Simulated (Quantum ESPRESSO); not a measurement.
# KTaO3 (Pm-3m) in Quantum ESPRESSO: a series of runs, part 4 of 4

Quantum ESPRESSO 7.5. Earlier steps stand in the parts before.

### Step 6. Phonons, LDA

Contents of pw.in:

```
&CONTROL
  calculation = 'scf'
  prefix = 'pwscf'
  outdir = './tmp'
  pseudo_dir = './pseudo'
  tprnfor = .true.
  tstress = .true.
  disk_io = 'low'
/
&SYSTEM
  ibrav = 0
  A = 3.9883
  nat = 5
  ntyp = 3
  ecutwfc = 56
  ecutrho = 448
  nbnd = 28
  occupations = 'smearing'
  smearing = 'fd'
  degauss = 0.00367493
/
&ELECTRONS
  conv_thr = 1d-09
  electron_maxstep = 120
  mixing_beta = 0.5
/
ATOMIC_SPECIES
Ta   180.9479 ta_lda_v1.uspp.F.UPF
K     39.0983 k_lda_v1.4.uspp.F.UPF
O     15.9990 o_lda_v1.2.uspp.F.UPF
CELL_PARAMETERS alat
   1.0000000000    0.0000000000    0.0000000000
   0.0000000000    1.0000000000    0.0000000000
   0.0000000000    0.0000000000    1.0000000000
ATOMIC_POSITIONS alat
Ta     0.0000000000    0.0000000000    0.0000000000
K      0.5000000000    0.5000000000    0.5000000000
O      0.0000000000    0.0000000000    0.5000000000
O      0.0000000000    0.5000000000    0.0000000000
O      0.5000000000    0.0000000000    0.0000000000
K_POINTS automatic
4 4 4 1 1 1
```

Contents of relax.in:

```
&CONTROL
  calculation = 'vc-relax'
  prefix = 'pwscf'
  outdir = './tmp'
  pseudo_dir = './pseudo'
  tprnfor = .true.
  tstress = .true.
  disk_io = 'low'
  nstep = 40
  forc_conv_thr = 0.0001
  etot_conv_thr = 1d-06
/
&SYSTEM
  ibrav = 0
  A = 3.9883
  nat = 5
  ntyp = 3
  ecutwfc = 56
  ecutrho = 448
  nbnd = 28
  occupations = 'smearing'
  smearing = 'fd'
  degauss = 0.00367493
/
&ELECTRONS
  conv_thr = 1d-09
  electron_maxstep = 120
  mixing_beta = 0.5
/
&IONS
  ion_dynamics = 'bfgs'
/
&CELL
  cell_dynamics = 'bfgs'
  press = 0
  press_conv_thr = 0.2
/
ATOMIC_SPECIES
Ta   180.9479 ta_lda_v1.uspp.F.UPF
K     39.0983 k_lda_v1.4.uspp.F.UPF
O     15.9990 o_lda_v1.2.uspp.F.UPF
CELL_PARAMETERS alat
   1.0000000000    0.0000000000    0.0000000000
   0.0000000000    1.0000000000    0.0000000000
   0.0000000000    0.0000000000    1.0000000000
ATOMIC_POSITIONS alat
Ta     0.0000000000    0.0000000000    0.0000000000
K      0.5000000000    0.5000000000    0.5000000000
O      0.0000000000    0.0000000000    0.5000000000
O      0.0000000000    0.5000000000    0.0000000000
O      0.5000000000    0.0000000000    0.0000000000
K_POINTS automatic
4 4 4 1 1 1
```

Contents of scf2.in:

```
&CONTROL
  calculation = 'scf'
  prefix = 'pwscf'
  outdir = './tmp'
  pseudo_dir = './pseudo'
  tprnfor = .true.
  tstress = .true.
  disk_io = 'low'
/
&SYSTEM
  ibrav = 0
  A = 3.95556514
  nat = 5
  ntyp = 3
  ecutwfc = 56
  ecutrho = 448
  nbnd = 28
  occupations = 'fixed'
/
&ELECTRONS
  conv_thr = 1d-13
  electron_maxstep = 120
  mixing_beta = 0.5
  startingpot = 'file'
  startingwfc = 'file'
/
ATOMIC_SPECIES
Ta   180.9479 ta_lda_v1.uspp.F.UPF
K     39.0983 k_lda_v1.4.uspp.F.UPF
O     15.9990 o_lda_v1.2.uspp.F.UPF
CELL_PARAMETERS alat
   1.0000000007    0.0000000000    0.0000000000
   0.0000000000    1.0000000007    0.0000000000
   0.0000000000    0.0000000000    1.0000000007
ATOMIC_POSITIONS alat
Ta     0.0000000000    0.0000000000    0.0000000000
K      0.5000000003    0.5000000003    0.5000000003
O      0.0000000000    0.0000000000    0.5000000003
O      0.0000000000    0.5000000003    0.0000000000
O      0.5000000003    0.0000000000    0.0000000000
K_POINTS automatic
4 4 4 1 1 1
```

Contents of ph.in:

```
phonons of KTaO3
&INPUTPH
  prefix = 'pwscf'
  outdir = './tmp'
  tr2_ph = 1d-18
  fildyn = 'dyn'
  niter_ph = 90
  alpha_mix(1) = 0.7
  epsil = .true.
/
0.0000000000 0.0000000000 0.0000000000
```

Contents of dynmat.in:

```
&INPUT
  fildyn = 'dyn'
  asr = 'crystal'
  lperm = .true.
  filout = 'dynmat.disp'
  fileig = 'dynmat.eig'
/
```

Contents of dynmat_lo.in:

```
&INPUT
  fildyn = 'dyn'
  asr = 'crystal'
  filout = 'dynmat_lo.disp'
  fileig = 'dynmat_lo.eig'
  q(1) = 0
  q(2) = 0
  q(3) = 1
/
```

Potentials or basis: GBRV 1.5 LDA.

Command:

```sh
$ OMP_NUM_THREADS=1 mpirun -n 4 pw.x -nk 2 -in pw.in > pw.out
$ OMP_NUM_THREADS=1 mpirun -n 4 pw.x -nk 2 -in relax.in > relax.out
$ OMP_NUM_THREADS=1 mpirun -n 4 pw.x -nk 2 -in scf2.in > scf2.out
$ OMP_NUM_THREADS=1 mpirun -n 4 ph.x -nk 2 -in ph.in > ph.out
$ OMP_NUM_THREADS=1 mpirun -n 1 dynmat.x -in dynmat.in > dynmat.out
$ OMP_NUM_THREADS=1 mpirun -n 1 dynmat.x -in dynmat_lo.in > dynmat_lo.out
```

pw.out:

```text
This program is part of the open-source Quantum ESPRESSO suite
     for quantum simulation of materials; please cite
[... 6 lines left out ...]
     using ibrav=0 with symmetry is DISCOURAGED, use correct ibrav instead

     K-points division:     npool     =       2
     Subspace diagonalization in iterative solution of the eigenvalue problem:
     a serial algorithm will be used

     --------------------
     sticks:   dense  smooth     PW     G-vecs:    dense   smooth      PW
     Min        1012     502    146                34252    12102    1870
     Max        1013     503    147                34255    12105    1873
     Sum        2025    1005    293                68507    24207    3743

     Using Slab Decomposition

     bravais-lattice index     =            0
     lattice parameter (alat)  =       7.5368  a.u.
     unit-cell volume          =     428.1146 (a.u.)^3
     number of atoms/cell      =            5
     number of atomic types    =            3
     number of electrons       =        40.00
     number of Kohn-Sham states=           28
     kinetic-energy cutoff     =      56.0000  Ry
     charge density cutoff     =     448.0000  Ry
     scf convergence threshold =      1.0E-09
     mixing beta               =       0.5000
     number of iterations used =            8  plain     mixing
     Exchange-correlation= SLA  PZ   NOGX NOGC
                           (   1   1   0   0   0   0   0)

     celldm(1)=   7.536795  celldm(2)=   0.000000  celldm(3)=   0.000000
     celldm(4)=   0.000000  celldm(5)=   0.000000  celldm(6)=   0.000000

     crystal axes: (cart. coord. in units of alat)
               a(1) = (   1.000000   0.000000   0.000000 )
               a(2) = (   0.000000   1.000000   0.000000 )
               a(3) = (   0.000000   0.000000   1.000000 )

     reciprocal axes: (cart. coord. in units 2 pi/alat)
               b(1) = (  1.000000  0.000000  0.000000 )
               b(2) = (  0.000000  1.000000  0.000000 )
               b(3) = (  0.000000  0.000000  1.000000 )

     PseudoPot. # 1 for Ta read from file:
     ta_lda_v1.uspp.F.UPF
     Pseudo is Ultrasoft + core correction, Zval = 13.0
     Generated by new atomic code, or converted to UPF format
     Using radial grid of  921 points,  7 beta functions with:
                l(1) =   0
                l(2) =   0
                l(3) =   1
                l(4) =   1
                l(5) =   2
[... 34 lines left out ...]
     Ta               13.00   180.94790     Ta( 1.00)
     K                 9.00    39.09830     K ( 1.00)
     O                 6.00    15.99900     O ( 1.00)

     48 Sym. Ops., with inversion, found

   Cartesian axes

     site n.     atom                  positions (alat units)
         1        Ta     tau(   1) = (   0.0000000   0.0000000   0.0000000  )
         2        K      tau(   2) = (   0.5000000   0.5000000   0.5000000  )
         3        O      tau(   3) = (   0.0000000   0.0000000   0.5000000  )
         4        O      tau(   4) = (   0.0000000   0.5000000   0.0000000  )
         5        O      tau(   5) = (   0.5000000   0.0000000   0.0000000  )

     number of k points=     4  Fermi-Dirac smearing, width (Ry)=  0.0037
                       cart. coord. in units 2pi/alat
        k(    1) = (   0.1250000   0.1250000   0.1250000), wk =   0.2500000
        k(    2) = (   0.1250000   0.1250000   0.3750000), wk =   0.7500000
        k(    3) = (   0.1250000   0.3750000   0.3750000), wk =   0.7500000
        k(    4) = (   0.3750000   0.3750000   0.3750000), wk =   0.2500000

     Dense  grid:    68507 G-vectors     FFT dimensions: (  54,  54,  54)

     Smooth grid:    24207 G-vectors     FFT dimensions: (  36,  36,  36)

     Initial potential from superposition of free atoms

     starting charge      39.4963, renormalised to      40.0000

     negative rho (up, down):  9.245E-02 0.000E+00
     Starting wfcs are   33 randomized atomic wfcs

     Self-consistent Calculation

     iteration #  1     ecut=    56.00 Ry     beta= 0.50
     Davidson diagonalization with overlap
     ethr =  1.00E-02,  avg # of iterations =  5.5

     negative rho (up, down):  9.408E-02 0.000E+00
[... 103 lines left out ...]
     iteration # 13     ecut=    56.00 Ry     beta= 0.50
     Davidson diagonalization with overlap
     ethr =  3.26E-12,  avg # of iterations =  1.8

     negative rho (up, down):  9.689E-02 0.000E+00

     End of self-consistent calculation

          k = 0.1250 0.1250 0.1250 (  3029 PWs)   bands (ev):

   -59.0065 -25.5471 -25.5465 -25.5465 -18.4672  -8.6323  -7.9445  -7.9445
    -2.2420  -2.2420  -2.1513   5.4235   5.6564   5.6564   6.5591   6.5591
     6.8202   7.4764   7.4764   7.4882  11.2982  11.4223  11.4223  15.6719
    16.2013  16.2013  16.8472  16.8472
[... 17 lines left out ...]
   -59.0061 -25.6008 -25.6004 -25.6004 -18.4236  -7.4516  -7.2722  -7.2722
    -2.4434  -2.4434  -2.3204   3.3776   3.4776   3.4776   4.4619   4.6887
     4.6887   8.1087   8.1087   8.2501  14.1634  14.2730  14.2730  17.6636
    17.7863  17.7863  19.6766  19.8511

     the Fermi energy is     9.7450 ev

!    total energy              =    -296.33557594 Ry
     estimated scf accuracy    <          8.0E-11 Ry
     smearing contrib. (-TS)   =      -0.00000000 Ry
     internal energy E=F+TS    =    -296.33557594 Ry

     The total energy is F=E-TS. E is the sum of the following terms:
     one-electron contribution =     -72.95925506 Ry
     hartree contribution      =      56.61161658 Ry
     xc contribution           =     -72.62346463 Ry
     ewald contribution        =    -207.36447283 Ry

     convergence has been achieved in  13 iterations

     negative rho (up, down):  9.689E-02 0.000E+00

     Forces acting on atoms (cartesian axes, Ry/au):

     atom    1 type  1   force =     0.00000000    0.00000000    0.00000000
     atom    2 type  2   force =     0.00000000    0.00000000    0.00000000
     atom    3 type  3   force =     0.00000000    0.00000000    0.00000000
     atom    4 type  3   force =     0.00000000    0.00000000    0.00000000
     atom    5 type  3   force =     0.00000000    0.00000000    0.00000000

     Total force =     0.000000     Total SCF correction =     0.000000

     Computing stress (Cartesian axis) and pressure

     negative rho (up, down):  9.689E-02 0.000E+00
          total   stress  (Ry/bohr**3)                   (kbar)     P=      -51.43
  -0.00034962   0.00000000   0.00000000          -51.43        0.00        0.00
   0.00000000  -0.00034962   0.00000000            0.00      -51.43        0.00
   0.00000000   0.00000000  -0.00034962            0.00        0.00      -51.43

=------------------------------------------------------------------------------=
   JOB DONE.
=------------------------------------------------------------------------------=
```

relax.out:

```text
This program is part of the open-source Quantum ESPRESSO suite
     for quantum simulation of materials; please cite
[... 6 lines left out ...]
     using ibrav=0 with symmetry is DISCOURAGED, use correct ibrav instead

     K-points division:     npool     =       2
[... 1169 lines left out ...]
  -0.00000074   0.00000000   0.00000000           -0.11        0.00        0.00
   0.00000000  -0.00000074   0.00000000            0.00       -0.11        0.00
   0.00000000   0.00000000  -0.00000074            0.00        0.00       -0.11

=------------------------------------------------------------------------------=
   JOB DONE.
=------------------------------------------------------------------------------=
```

scf2.out:

```text
This program is part of the open-source Quantum ESPRESSO suite
     for quantum simulation of materials; please cite
[... 6 lines left out ...]
     using ibrav=0 with symmetry is DISCOURAGED, use correct ibrav instead

     K-points division:     npool     =       2
[... 214 lines left out ...]
  -0.00000076   0.00000000   0.00000000           -0.11        0.00        0.00
   0.00000000  -0.00000076   0.00000000            0.00       -0.11        0.00
   0.00000000   0.00000000  -0.00000076            0.00        0.00       -0.11

=------------------------------------------------------------------------------=
   JOB DONE.
=------------------------------------------------------------------------------=
```

Wall time 3.7 min (4 MPI ranks of Arm Neoverse V2, shared host); peak memory 0.76 GiB.

Results:

| Item | Value |
| --- | --- |
| Free energy | -4031.8742 eV |
| Relaxed volume | 12.38 Å³/atom |
| Relaxed cell | a = 3.956 Å, b = 3.956 Å, c = 3.956 Å, α = 90.00°, β = 90.00°, γ = 90.00° |
| Space group after relaxing (to 0.05 Å) | Pm-3m (No. 221) |
| Pressure after relaxing | 0.0 GPa |
| Electronic dielectric tensor (diagonal) | 5.23 |
| Born charges (mean of the diagonal) | Ta +8.50; K +1.15; O -3.14 e |
| Highest phonon frequency at Γ, LO-TO splitting left out | 565 cm⁻¹ |
| Static dielectric tensor (diagonal) | 62.38 |

Step by step:
| step | energy change (eV) | largest force (eV/Å) | pressure (GPa) | volume (Å³) |
| --- | --- | --- | --- | --- |
| 1 | 0.0000 | 0.0000 | -5.14 | 63.44 |
| 2 | -0.0249 | 0.0000 | 0.36 | 61.79 |
| 3 | -0.0251 | 0.0000 | -0.01 | 61.90 |
| 4 | -0.0251 | 0.0000 | 0.00 | 61.89 |

Final structure:
```cif
data_structure
_symmetry_space_group_name_H-M 'P 1'
_symmetry_Int_Tables_number 1
_cell_length_a 3.9556
_cell_length_b 3.9556
_cell_length_c 3.9556
_cell_angle_alpha 90.000
_cell_angle_beta 90.000
_cell_angle_gamma 90.000
_cell_volume 61.89
loop_
_atom_site_label
_atom_site_type_symbol
_atom_site_fract_x
_atom_site_fract_y
_atom_site_fract_z
_atom_site_occupancy
Ta1 Ta 0.00000 0.00000 0.00000 1
K1 K 0.50000 0.50000 0.50000 1
O1 O 0.00000 0.00000 0.50000 1
O2 O 0.00000 0.50000 0.00000 1
O3 O 0.50000 0.00000 0.00000 1
```

Phonon frequencies in cm⁻¹ (negative: imaginary):
| q point | frequencies |
| --- | --- |
| (0.000, 0.000, 0.000) | -7 -7 -7 158 158 158 187 187 187 265 265 265 565 565 565 |

Electronic dielectric tensor:
```
5.23 0.00 0.00
0.00 5.23 0.00
0.00 0.00 5.23
```

Born effective charge tensors (e):
atom 1, Ta
```
8.50 0.00 0.00
0.00 8.50 0.00
0.00 0.00 8.50
```
atom 2, K
```
1.15 0.00 0.00
0.00 1.15 0.00
0.00 0.00 1.15
```
atom 3, O
```
-1.63  0.00  0.00
 0.00 -1.63  0.00
 0.00  0.00 -6.16
```
atom 4, O
```
-1.63  0.00  0.00
 0.00 -6.16  0.00
 0.00  0.00 -1.63
```
atom 5, O
```
-6.16  0.00  0.00
 0.00 -1.63  0.00
 0.00  0.00 -1.63
```

Optical modes at Γ, degenerate ones joined, polar ones without the macroscopic field:
| cm⁻¹ | components | symmetry | active in | IR intensity, summed ((D/Å)²/amu) |
| --- | --- | --- | --- | --- |
| 159 | 3 | T1u | IR | 70.93 |
| 187 | 3 | T1u | IR | 66.48 |
| 265 | 3 | T2u | silent | 0.00 |
| 565 | 3 | T1u | IR | 83.19 |

Zone-centre frequencies without and with the macroscopic field along z (cm⁻¹):
```csv
,optical modes in rising order
without,159 159 159 187 187 187 265 265 265 565 565 565
with the field,159 159 174 187 187 265 265 265 409 565 565 817
```

Static dielectric tensor, electrons and zone-centre modes:
```
62.38  0.00  0.00
 0.00 62.38  0.00
 0.00  0.00 62.38
```

Caveat: the mesh is thin for the dielectric tensor, Born charges and intensities, which usually come out too large; the Born charges break their sum rule by 0.24 e, a sign of too thin a mesh. The run has no spin-orbit coupling, so splittings on Ta are missing.

### Step 7. Summary

```tsv
task	level	potentials or basis	cell	k mesh	k mesh for the Wannier functions	projections	iterations	form of the LDA correlation	gap on the mesh (eV)	pressure (GPa)
Wannier functions	PBEsol	GBRV 1.5 PBEsol	as given	4 × 4 × 4	4 × 4 × 4	Ta spd, K sp, O sp	-	-	2.11	-0.1
Wannier functions	PBEsol	GBRV 1.5 PBEsol	as given	4 × 4 × 4	4 × 4 × 4	Ta spd, K sp, O sp	0	-	2.11	-0.1
Wannier functions	PBEsol	GBRV 1.5 PBEsol	as given	4 × 4 × 4	4 × 4 × 4	-	-	-	2.11	-0.1
phonons	LDA	GBRV 1.5 LDA	relaxed	4 × 4 × 4, shifted	-	-	-	PZ81	-	0.0
```

Alike in all rows: no spin polarisation; cutoff (eV) 762; smearing fermi-dirac 0.05 eV.

Caveats: spin-orbit coupling is left out, which moves the levels of the heavy elements (some runs); the Wannier minimisation didn't converge (some runs).

Absolute energies hang on the potentials; compare differences alone.
